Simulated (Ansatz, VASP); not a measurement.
## Cu in VASP and in Ansatz

```
Cu
1.0
     2.58040    0.00000    0.00000
    -1.29020    2.23469    0.00000
     0.00000    0.00000    8.42385
Cu
4
Direct
  0.66667 0.33333 0.75000
  0.00000 0.00000 0.50000
  0.33333 0.66667 0.25000
  0.00000 0.00000 0.00000
```

This isn't the form of Cu at room conditions, which is fcc.

Alike in both runs: task single point; functional PBE; k mesh 12 × 12 × 4; occupations fermi-dirac, width 0.05 eV; no spin polarisation.

|  | VASP | Ansatz |
| --- | --- | --- |
| version | VASP 6.6.1 | Ansatz 0.2.0 |
| potentials or method | VASP PAW PBE potentials, release 64 (Cu) | Ansatz PAW |
| plane-wave cutoff (eV) | 520 | 420 |
| valence electrons in the cell | 44 | 76 |

Ansatz gave:

* gap on the k mesh at the Fermi level (eV): none
* pressure (GPa): -2.0
* largest component of the traceless stress (GPa): 0.36

**Question.** Which values does VASP return?

**Answer.** gap on the k mesh at the Fermi level (eV): none; pressure (GPa): -1.4; largest component of the traceless stress (GPa): 0.41.

A gap of «none» marks a metal or a gap that the smearing closes. The functional is the same, so the differences come from potentials, cutoffs and numerics. The two sets of potentials don't hold the same shells in valence.
